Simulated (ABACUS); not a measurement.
Te under changes of volume

One of the cells (31.146 Å³/atom); the others are scaled copies at fixed shape and fractional positions:

```
Te
1.0
     2.30590    1.33131    1.69095
    -2.30590    1.33131    1.69095
     0.00000   -2.66263    1.69095
Te
1
Cartesian
  0.0000 0.0000 2.5364
```

This isn't the form of Te at room conditions, which is trigonal, of chains.

```yaml
Program: ABACUS 3.10.1
Functional: PBE
Potentials_or_basis: PseudoDojo NC SR 0.4.1 PBE standard
Cutoff: 1129 eV
Density_cutoff: 4517 eV
Basis: plane waves
k_mesh: 9 × 9 × 9
Occupations: fermi-dirac, width 0.05 eV
Spin: no spin polarisation
```

```csv
volume (Å³/atom),energy over the lowest point (meV/atom),pressure (GPa)
29.277,?,?
29.900,44.14,5.5
30.523,25.58,4.0
31.146,12.38,2.7
31.769,4.03,1.6
32.392,0.05,0.5
33.015,0.00,-0.5
```

Task: What does the run at 29.277 Å³/atom give?

Result: Energy over the lowest point 68.65 meV/atom; pressure 7.1 GPa.

Worked out: A Birch-Murnaghan fit of order 3 (a polynomial in V^(-2/3)) to the other rows has its minimum at 32.71 Å³/atom with B0 = V·E''(V) = 50 GPa and B' = 4.4 at fixed shape and positions, which overstates the stiffness. It gives 68.67 meV/atom at 29.277 Å³/atom, against the run's 68.65, and -dE/dV = 7.1 GPa, against 7.1.

Energies are extrapolated to zero smearing.
